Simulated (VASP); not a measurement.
Crystal: PbS (Galena).

```
Pb S
1.0
     0.00000    2.96575    2.96575
     2.96575    0.00000    2.96575
     2.96575    2.96575    0.00000
Pb S
1 1
Cartesian
  0.0000 0.0000 0.0000
  2.9657 2.9657 2.9657
```

* Program: VASP 6.6.1
* Task: relaxation of cell and atoms
* Functional: PBE
* Potentials or basis: VASP PAW PBE potentials, release 64 (Pb, S)
* Cutoff: 300 eV
* k mesh: 4 × 4 × 4
* Occupations: gaussian, width 0.03 eV
* Spin: no spin polarisation

At the start: pressure 1.8 GPa; volume 26.09 Å³/atom.

How do energy, volume and symmetry change on relaxing?

Over 3 steps the energy falls by 4.5 meV/atom and the volume is 26.89 Å³/atom (+3.1 %); space group Fm-3m (No. 225, to 0.05 Å).

The path:
```
step  energy change (eV)  largest force (eV/Å)  pressure (GPa)  volume (Å³)
   1              0.0000                0.0000            1.85        52.17
   2             -0.0076                0.0000           -0.70        54.48
   3             -0.0091                0.0000            0.00        53.79
```

Final structure:
```cif
data_structure
_symmetry_space_group_name_H-M 'P 1'
_symmetry_Int_Tables_number 1
_cell_length_a 4.2371
_cell_length_b 4.2371
_cell_length_c 4.2371
_cell_angle_alpha 60.000
_cell_angle_beta 60.000
_cell_angle_gamma 60.000
_cell_volume 53.79
loop_
_atom_site_label
_atom_site_type_symbol
_atom_site_fract_x
_atom_site_fract_y
_atom_site_fract_z
_atom_site_occupancy
Pb1 Pb 0.00000 0.00000 0.00000 1
S1 S 0.50000 0.50000 0.50000 1
```

Caveat: the k mesh is coarse (spacing up to 0.46 Å⁻¹), so the values aren't converged; the cutoff is under 1.25 times the usual one of these potentials, so pressure, stress and relaxed cells hold a basis-set (Pulay) error.
